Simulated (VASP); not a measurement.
# Hf (a cell with a defect) in VASP: further runs

One crystal, Hf (a cell with a defect), is run at these levels: PBE; tasks: single point.

Program: VASP 6.6.1. These are calculated values, not measurements. Logs are shortened: lines on timing, memory, paths and dates and some standing lists are left out, and cuts for length are marked.

### Step 1. The crystal as given

The cell holds a defect, 7 atoms: a = 6.288 Å, b = 6.288 Å, c = 6.288 Å, α = 109.47°, β = 109.47°, γ = 109.47°.

### Step 2. Single point, PBE

INCAR

```
SYSTEM = Hf
PREC = Accurate
ENCUT = 520
EDIFF = 1E-6
ISMEAR = 1
SIGMA = 0.15
LREAL = .False.
LASPH = .True.
NELM = 80
ALGO = Fast
ISIF = 2
LWAVE = .False.
LCHARG = .True.
GGA = PE
LELF = .True.
LVHAR = .True.
NBANDS = 44
```

KPOINTS

```
Automatic mesh
0
Gamma
  3 3 3
  0 0 0
```

POSCAR

```
Hf
1.0
   -3.6304740000      3.6304740000      3.6304740000
    3.6304740000     -3.6304740000      3.6304740000
    3.6304740000      3.6304740000     -3.6304740000
Hf
7
Direct
    0.0288135929     -0.0034017597     -0.0019586974
   -0.1339110265     -0.0265295937      0.4892635232
    0.1210708299      0.5765676879      0.1050153506
   -0.0241779724      0.5135914759      0.5020911870
    0.5163132968     -0.0397919115     -0.0913595580
    0.5084016577      0.4730902907     -0.0039757894
    0.4981450081      0.5054232588      0.5018277228
```

Potentials or basis: VASP PAW PBE potentials, release 64 (Hf_pv).

The run is started by

```bash
$ cat potpaw_PBE.64/Hf_pv/POTCAR > POTCAR
$ mpirun -np 1 vasp_std > vasp.out
```

OUTCAR:

```text
SYSTEM = Hf
   PREC = Accurate
   ENCUT = 520
   EDIFF = 1E-6
   ISMEAR = 1
   LREAL = .False.
   LASPH = .True.
   NELM = 80
   ISIF = 2
   GGA = PE

 ion  position               nearest neighbor table
   1  0.029  0.997  0.998-   2 2.95   5 2.99   7 3.11   3 3.12   7 3.19   3 3.28   5 3.36   4 3.37
                             6 3.48   2 3.59   6 3.78
   2  0.866  0.973  0.489-   6 2.95   1 2.95   7 3.12   4 3.20   4 3.21   5 3.53   6 3.55   1 3.59
                             3 3.74   3 3.83
   3  0.121  0.577  0.105-   6 2.95   4 3.03   7 3.09   1 3.12   1 3.28   4 3.44   6 3.47   5 3.68
                             2 3.74   2 3.83   5 3.85
   4  0.976  0.514  0.502-   7 2.99   5 3.01   3 3.03   2 3.20   2 3.21   7 3.30   1 3.37   6 3.40
                             3 3.44   5 3.44
   5  0.516  0.960  0.909-   1 2.99   4 3.01   7 3.07   6 3.11   6 3.27   1 3.36   4 3.44   2 3.53
                             3 3.68   3 3.85
   6  0.508  0.473  0.996-   3 2.95   2 2.95   5 3.11   7 3.14   7 3.16   5 3.27   4 3.40   3 3.47
                             1 3.48   2 3.55   1 3.78
   7  0.498  0.505  0.502-   4 2.99   5 3.07   3 3.09   1 3.11   2 3.12   6 3.14   6 3.16   1 3.19
                             4 3.30

  LATTYP: Found a body centered cubic cell.
 ALAT       =     7.2609480000

  Lattice vectors:

 A1 = (  -3.6304740000,   3.6304740000,   3.6304740000)
 A2 = (   3.6304740000,  -3.6304740000,   3.6304740000)
 A3 = (   3.6304740000,   3.6304740000,  -3.6304740000)

Analysis of symmetry for initial positions (statically):
=====================================================================
 Subroutine PRICEL returns:
 Original cell was already a primitive cell.

 Routine SETGRP: Setting up the symmetry group for a
 body centered cubic supercell.

 Subroutine GETGRP returns: Found  1 space group operations
 (whereof  1 operations were pure point group operations)
 out of a pool of 48 trial point group operations.

The static configuration has the point symmetry C_1 .

Analysis of symmetry for dynamics (positions and initial velocities):
=====================================================================
 Subroutine PRICEL returns:
 Original cell was already a primitive cell.

 Routine SETGRP: Setting up the symmetry group for a
 body centered cubic supercell.

 Subroutine GETGRP returns: Found  1 space group operations
 (whereof  1 operations were pure point group operations)
 out of a pool of 48 trial point group operations.

The dynamic configuration has the point symmetry C_1 .

 Subroutine INISYM returns: Found  1 space group operations
 (whereof  1 operations are pure point group operations),
 and found     1 'primitive' translations

----------------------------------------------------------------------------------------

                                     Primitive cell

  volume of cell :     191.4035

  direct lattice vectors                    reciprocal lattice vectors
    -3.630474000  3.630474000  3.630474000     0.000000000  0.137723063  0.137723063
     3.630474000 -3.630474000  3.630474000     0.137723063  0.000000000  0.137723063
     3.630474000  3.630474000 -3.630474000     0.137723063  0.137723063  0.000000000

  length of vectors
     6.288165424  6.288165424  6.288165424     0.194769824  0.194769824  0.194769824

  position of ions in fractional coordinates (direct lattice)
     0.028813593  0.996598240  0.998041303
     0.866088973  0.973470406  0.489263523
     0.121070830  0.576567688  0.105015351
     0.975822028  0.513591476  0.502091187
     0.516313297  0.960208089  0.908640442
     0.508401658  0.473090291  0.996024211
     0.498145008  0.505423259  0.501827723

  ion indices of the primitive-cell ions
   primitive index   ion index
                 1           1
                 2           2
                 3           3
                 4           4
                 5           5
                 6           6
                 7           7

----------------------------------------------------------------------------------------

 KPOINTS: Automatic mesh

Automatic generation of k-mesh.
 Grid dimensions read from file:
 generate k-points for:    3    3    3

 Generating k-lattice:

  Cartesian coordinates                     Fractional coordinates (reciprocal lattice)
     0.000000000  0.045907688  0.045907688     0.333333333  0.000000000  0.000000000
     0.045907688  0.000000000  0.045907688     0.000000000  0.333333333  0.000000000
     0.045907688  0.045907688  0.000000000     0.000000000  0.000000000  0.333333333

  Length of vectors
     0.064923275  0.064923275  0.064923275

  Shift w.r.t. Gamma in fractional coordinates (k-lattice)
     0.000000000  0.000000000  0.000000000

 Subroutine IBZKPT returns following result:
 ===========================================

 Found     14 irreducible k-points:

 Following reciprocal coordinates:
            Coordinates               Weight
  0.000000  0.000000  0.000000      1.000000
  0.333333  0.000000  0.000000      2.000000
  0.000000  0.333333  0.000000      2.000000
  0.000000  0.000000  0.333333      2.000000
  0.333333  0.000000 -0.333333      2.000000
  0.333333 -0.333333  0.000000      2.000000
  0.000000  0.333333 -0.333333      2.000000
  0.333333  0.333333  0.000000      2.000000
  0.000000  0.333333  0.333333      2.000000
  0.333333  0.000000  0.333333      2.000000
 -0.333333 -0.333333 -0.333333      2.000000
 -0.333333  0.333333  0.333333      2.000000
  0.333333 -0.333333  0.333333      2.000000
  0.333333  0.333333 -0.333333      2.000000
   k-points           NKPTS =     14   k-points in BZ     NKDIM =     14   number of bands    NBANDS=     44
   number of dos      NEDOS =    301   number of ions     NIONS =      7
   total plane-waves  NPLWV = 110592
   dimension x,y,z NGX =    48 NGY =   48 NGZ =   48
   dimension x,y,z NGXF=    96 NGYF=   96 NGZF=   96
   ions per type =               7
   NGX,Y,Z   is equivalent  to a cutoff of  12.69, 12.69, 12.69 a.u.
   NGXF,Y,Z  is equivalent  to a cutoff of  25.38, 25.38, 25.38 a.u.
 SYSTEM =  Hf
   PREC   = accura    normal or accurate (medium, high low for compatibility)
   ISTART =      0    job   : 0-new  1-cont  2-samecut
   ICHARG =      2    charge: 1-file 2-atom 10-const
   ISPIN  =      1    spin polarized calculation?
   LNONCOLLINEAR =      F non collinear calculations
   LSORBIT =      F    spin-orbit coupling
   LASPH  =      T    aspherical Exc in radial PAW
   ENCUT  =  520.0 eV  38.22 Ry    6.18 a.u.  11.69 11.69 11.69*2*pi/ulx,y,z
   NELM   =     80;   NELMIN=  2; NELMDL= -5     # of ELM steps
   EDIFF  = 0.1E-05   stopping-criterion for ELM
   LREAL  =      F    real-space projection
   EDIFFG = 0.1E-04   stopping-criterion for IOM
   NSW    =      0    number of steps for IOM
   IBRION =     -1    ionic relax: 0-MD 1-quasi-New 2-CG
   NFREE  =      0    steps in history (QN), initial steepest desc. (CG)
   ISIF   =      2    stress and relaxation
   ISYM   =      2    0-nonsym 1-usesym 2-fastsym
   POTIM  = 0.5000    time-step for ionic-motion
   TEBEG  =    0.0;   TEEND  =   0.0 temperature during run
   PSTRESS=    0.0 pullay stress
   NELECT =      70.0000    total number of electrons
   NUPDOWN=      -1.0000    fix difference up-down
   EMIN   =  10.00;   EMAX   =-10.00  energy-range for DOS
   EFERMI =   0.00;   METHOD = LEGACY
   ISMEAR =     1;   SIGMA  =   0.15  broadening in eV -4-tet -1-fermi 0-gaus
   EFERMI_NEDOS =   21; number of points for ismear=-14 and -15
   IALGO  =     68    algorithm
   IMIX   =      4    mixing-type and parameters
     AMIX     =   0.40;   BMIX     =  1.00
     AMIX_MAG =   1.60;   BMIX_MAG =  1.00
  volume/ion in A,a.u.               =      27.34       184.52
  Fermi-wavevector in a.u.,A,eV,Ry     =   1.170732  2.212363 18.648330  1.370614
  Thomas-Fermi vector in A             =   2.307186
   LORBIT       =      0    0 simple, 1 ext, 2 COOP (PROOUT), +10 PAW based schemes
   GGA     = PE    functional components
   LHFCALC =     F    Hartree Fock is set to
   AEXX    =    0.0000 exact exchange contribution
   IVDW    =     0    specifies the selected vdW correction
   LEPSILON=     F    determine dielectric tensor
   LRPA    =     F    only Hartree local field effects (RPA)
 non-spin polarized calculation
 RMM-DIIS sequential band-by-band and
 Methfessel and Paxton  Order N= 1 SIGMA  =   0.15
  energy-cutoff  :      520.00
  volume of cell :      191.40
 maximum number of plane-waves:      5233
   NGX = 23   NGY = 23   NGZ = 23

 number of electron      70.0000002 magnetization

 Free energy of the ion-electron system (eV)
  ---------------------------------------------------
  ext. energy  EPLUGINS =         0.00000000
  ---------------------------------------------------
  free energy    TOTEN  =       -66.17043551 eV

  energy without entropy =      -66.17628155  energy(sigma->0) =      -66.17238419

 E-fermi :   3.2772     XC(G=0): -10.2917

 val. band max:        3.1938831719   @ k =  -0.3333   0.3333   0.3333
 cond. band min:       3.2839038230   @ k =   0.3333  -0.3333   0.3333
 fundamental gap:      0.0900206511
 Fermi energy:         3.2771505280

 k-point     1 :       0.0000    0.0000    0.0000
  band No.  band energies     occupation
      1     -27.7763      2.00000
      2     -27.7521      2.00000
      3     -27.7393      2.00000
      4     -27.7287      2.00000
      5     -27.6935      2.00000
      6     -27.6725      2.00000
[... 36 lines left out ...]
     43       5.2160     -0.00000
     44       5.8606     -0.00000

 k-point     2 :       0.3333    0.0000    0.0000
  band No.  band energies     occupation
      1     -27.7782      2.00000
      2     -27.7227      2.00000
      3     -27.6896      2.00000
      4     -27.6663      2.00000
      5     -27.6483      2.00000
      6     -27.6311      2.00000
[... 556 lines left out ...]
 k-point    14 :       0.3333    0.3333   -0.3333
  band No.  band energies     occupation
      1     -27.7276      2.00000
      2     -27.6989      2.00000
      3     -27.6728      2.00000
      4     -27.6309      2.00000
      5     -27.6159      2.00000
      6     -27.6038      2.00000
[... 36 lines left out ...]
     43       4.9134     -0.00000
     44       5.1255     -0.00000

------------------------ aborting loop because EDIFF is reached ----------------------------------------

  FORCE on cell =-STRESS in cart. coord.  units (eV):
  Direction    XX          YY          ZZ          XY          YZ          ZX
  --------------------------------------------------------------------------------------
  -------------------------------------------------------------------------------------
  Total      -11.0658448    -11.0834949    -12.7958477     -1.5270289      0.4145906     -0.3067840
  in kB      -92.6286155    -92.7763585   -107.1099115    -12.7822665      3.4704044     -2.5679898
  external PRESSURE =     -97.5049618 kB  Pullay stress =       0.0000000 kB

 VOLUME and BASIS-vectors are now :
 -----------------------------------------------------------------------------
  energy-cutoff  :      520.00
  volume of cell :      191.40
      direct lattice vectors                 reciprocal lattice vectors
    -3.630474000  3.630474000  3.630474000     0.000000000  0.137723063  0.137723063
     3.630474000 -3.630474000  3.630474000     0.137723063  0.000000000  0.137723063
     3.630474000  3.630474000 -3.630474000     0.137723063  0.137723063  0.000000000

 POSITION                                       TOTAL-FORCE (eV/Angst)
 -----------------------------------------------------------------------------------
      7.13688      0.10985      0.09937         0.008576     -0.030967      0.031262
      2.16610      1.38641      4.90221        -0.021064      0.049012     -0.049050
      2.03493     -1.27241      2.15150         0.007686      0.033629     -0.023193
      0.14471      3.50094      3.58445        -0.022056     -0.033253      0.025936
      4.91034      1.68725      2.06168        -0.014818      0.010656     -0.011141
      3.48784      3.74424     -0.05276         0.028026     -0.002818     -0.005103
      1.84830      1.79545      1.82156         0.013650     -0.026260      0.031289
 -----------------------------------------------------------------------------------
    total drift:                                0.000033     -0.000094      0.000120

  FREE ENERGIE OF THE ION-ELECTRON SYSTEM (eV)
  ---------------------------------------------------
  free  energy   TOTEN  =       -66.1704355064 eV

  energy  without entropy=      -66.1762815465  energy(sigma->0) =      -66.17238419
```

It took 3.1 min on 1 thread of Intel Xeon 6975P-C (Granite Rapids), shared host; peak memory 0.35 GiB.

Results:

```yaml
Free_energy: -66.1704 eV
Pressure: -9.8 GPa
Largest_force: 0.072 eV/Å
Band_gap_on_the_k_mesh: none (metal or under the smearing width)
```

Forces in eV/Å, atoms in the order of the input:
```
Hf   0.009 -0.031  0.031
Hf  -0.021  0.049 -0.049
Hf   0.008  0.034 -0.023
Hf  -0.022 -0.033  0.026
Hf  -0.015  0.011 -0.011
Hf   0.028 -0.003 -0.005
Hf   0.014 -0.026  0.031
```

Stress tensor (GPa, compression positive):
```
 -9.26  -1.28  -0.26
 -1.28  -9.28   0.35
 -0.26   0.35 -10.71
```

Caveat: the k mesh is coarse (spacing up to 0.41 Å⁻¹), so the values aren't converged.

### Step 3. Single point, PBE

INCAR

```
SYSTEM = Hf
ALGO = Normal
EDIFF = 1E-6
ENCUT = 520
GGA = PE
ISIF = 2
ISMEAR = 1
LASPH = .TRUE.
LCHARG = .FALSE.
LREAL = .FALSE.
LWAVE = .FALSE.
NBANDS = 44
NELM = 60
PREC = Accurate
SIGMA = 0.15
```

KPOINTS

```
k-points
0
G
  3 3 3
  0 0 0
```

POSCAR

```
Hf
1.0
   -3.6304740000      3.6304740000      3.6304740000
    3.6304740000     -3.6304740000      3.6304740000
    3.6304740000      3.6304740000     -3.6304740000
Hf
7
Direct
    0.0609447967     -0.0081292415      0.0018233156
   -0.1192498555      0.1495103670      0.5242756180
    0.1196024266      0.5302340686      0.0599614541
    0.0460612030      0.7161195756      0.5035624825
    0.5099416770     -0.1336570652     -0.0350443220
    0.4823667653      0.3531147723     -0.0567507163
    0.5386877857      0.5158542659      0.5036305177
```

Potentials or basis: VASP PAW PBE potentials, release 64 (Hf_pv).

The run is started by

```bash
$ cat potpaw_PBE.64/Hf_pv/POTCAR > POTCAR
$ mpirun -np 1 vasp_std > vasp.out
```

Run time: 1.8 min. Hardware: 1 thread of Intel Xeon 6975P-C (Granite Rapids), shared host; peak memory 0.34 GiB.

Results (log left out):

* Free energy: -65.1048 eV
* Pressure: -8.2 GPa
* Largest force: 0.054 eV/Å
* Band gap on the k mesh: none (metal or under the smearing width)

Forces on the atoms (eV/Å):
```
Hf  -0.029 -0.006  0.038
Hf   0.003  0.033  0.007
Hf  -0.016 -0.003  0.012
Hf   0.046  0.018 -0.023
Hf  -0.005 -0.028 -0.018
Hf   0.019 -0.013 -0.044
Hf  -0.017 -0.001  0.027
```

Stress tensor (GPa, compression positive):
```
 -5.68   2.52  -0.46
  2.52  -8.04   0.68
 -0.46   0.68 -10.96
```

Levels at points of the mesh, in eV from the Fermi level:
```
           k point  band 33  band 34  band 35  band 36  band 37  band 38
(0.00, 0.00, 0.00)    -0.44    -0.32     0.03     0.08     0.36     0.46
```

Caveat: the k mesh is coarse (spacing up to 0.41 Å⁻¹), so the values aren't converged.

[end of part 1 of 2]
